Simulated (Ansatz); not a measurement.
A 3-atom cell of ZrO2 started from a crystallographic database, relaxed with r2SCAN, was run in Ansatz 0.2.0 under altered settings. All numbers are computed, without spin polarisation but where a row says otherwise.

```xyz
3
Lattice="0.0000 2.5447 2.5447 2.5447 0.0000 2.5447 2.5447 2.5447 0.0000" Properties=species:S:1:pos:R:3 pbc="T T T"
Zr    0.0000    0.0000    0.0000
O     1.2724    1.2724    1.2724
O     3.8171    3.8171    3.8171
```

The base run's other keys:
```yaml
kpoints:
  mp_grid: { grid: [4, 4, 4] }
hamiltonian:
  xc: hse06
scf:
  occupations: { method: fixed }
  n_extra_bands: 4
```

It takes 14 iterations with 645 plane waves at 420 eV and 8 k points, and leaves a mean stress of -2.98 GPa. The gap over this mesh is 4.980 eV. It ran on 4 threads of Arm Neoverse N1 (shared host).

Outcomes, with energy and stress as changes against the base:
```csv
setting,outcome,ΔF (meV/atom),Δ mean stress (GPa),gap on the mesh (eV),iterations,wall time
"PBE hybrid, exx coeff 0.35, omega 0.5 1/Å",converged,–,-1.0,4.722,14,6.5 s
"PBE hybrid, exx coeff 0.5, omega 0.2078 1/Å",converged,–,-6.1,6.752,19,7.3 s
"PBE hybrid, exx coeff 0.1, unscreened",converged,–,+4.0,4.285,11,5.5 s
"PBE hybrid, exx coeff 0.75, unscreened",converged,–,-11.3,10.951,19,7.6 s
scf.occupations: methfessel_paxton 0.05,converged,0.0,0.0,4.980,12,6.2 s
```
A dash marks a value that wasn't obtained or can't be compared. Stress is positive in compression. The base took 6.2 s.

- PBE hybrid, exx coeff 0.35, omega 0.5 1/Å. That is 35 % exact exchange, screened with ω = 0.5 1/Å, against HSE06's 25 % screened at 0.208 1/Å. The mean stress moves by -1.0 GPa and the gap on the mesh by -0.258 eV (to 4.722). Totals of different functionals aren't comparable.
- PBE hybrid, exx coeff 0.5, omega 0.2078 1/Å. That is 50 % exact exchange, screened with ω = 0.2078 1/Å, against HSE06's 25 % screened at 0.208 1/Å. The mean stress moves by -6.1 GPa and the gap on the mesh by +1.772 eV (to 6.752). Totals of different functionals aren't comparable.
- PBE hybrid, exx coeff 0.1, unscreened. That is 10 % exact exchange, at all ranges, against HSE06's 25 % screened at 0.208 1/Å. The mean stress moves by +4.0 GPa and the gap on the mesh by -0.695 eV (to 4.285). Totals of different functionals aren't comparable.
- PBE hybrid, exx coeff 0.75, unscreened. That is 75 % exact exchange, at all ranges, against HSE06's 25 % screened at 0.208 1/Å. The mean stress moves by -11.3 GPa and the gap on the mesh by +5.971 eV (to 10.951). Totals of different functionals aren't comparable.

Within 1 meV an atom, 0.1 GPa and 0.005 eV of the base stay: scf.occupations: methfessel_paxton 0.05.

The program warns that its thresholds are loose for a hybrid's stress.

The meshes of the hybrids are coarse, so their gaps aren't converged to the digits shown.
